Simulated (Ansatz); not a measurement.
Cu2ZnSnSe4 built on the kesterite prototype was relaxed with 4 functionals in Ansatz 0.2.0, cell and atoms free, the symmetry of the start kept (meshes: PBE 6×6×6, r2SCAN 6×6×6, PBEsol 6×6×6, LDA 6×6×6). Values at 0 K without nuclear motion; spin polarisation is off, and the phase may be a hypothetical one.

The LDA result:
```
Cu Zn Sn Se
1.0
    -2.79891    2.79891    5.59474
     2.79891   -2.79891    5.59474
     2.79891    2.79891   -5.59474
Cu Zn Sn Se
2 1 1 4
Cartesian
  0.0000 0.0000 0.0000
  0.0000 2.7989 2.7974
  2.7989 0.0000 2.7974
  0.0000 0.0000 5.5947
  4.2635 1.2778 -1.4664
  1.2778 1.3344 1.4664
  -1.4645 1.5211 4.1284
  1.5211 1.4645 7.0611
```

The symmetry is I-4 (No. 82, tetragonal); conventional cell a = 5.598 Å, c = 11.189 Å, 21.91 Å³ an atom. Cu has 4 Se at 2.36 Å; Zn has 4 Se at 2.42 Å; Sn has 4 Se at 2.57 Å; Se has 2 Cu at 2.36 Å and 1 Zn at 2.42 Å and 1 Sn at 2.57 Å.

**Question.** Order the functionals by the relaxed volume, smallest first.
A. PBEsol
B. LDA
C. PBE
D. r2SCAN

**Answer.** B (21.91 Å³/atom), A (22.65 Å³/atom), D (23.11 Å³/atom), C (23.93 Å³/atom).

**Question.** How does the cell change with r2SCAN?

**Answer.** a = 5.699 Å, c = 11.384 Å; the volume differs by +5.5 % from LDA's. Cu has 4 Se at 2.42 Å; Cu has 4 Se at 2.41 Å; Zn has 4 Se at 2.46 Å (further sites aren't listed).

**Question.** What lattice does PBEsol give?

**Answer.** a = 5.659 Å, c = 11.314 Å; the volume differs by +3.3 % from LDA's. Cu has 4 Se at 2.39 Å; Cu has 4 Se at 2.38 Å; Zn has 4 Se at 2.45 Å (further sites aren't listed).

**Question.** Held at the r2SCAN cell, what mean stress do LDA and PBE find, and does its sign point to their own minimum?

**Answer.** Yes. LDA -3.30 GPa, and its relaxed volume is -5.2 % from r2SCAN's; PBE +2.22 GPa, and its relaxed volume is +3.5 % from r2SCAN's. Compression counts positive, so a positive stress asks for a larger cell.
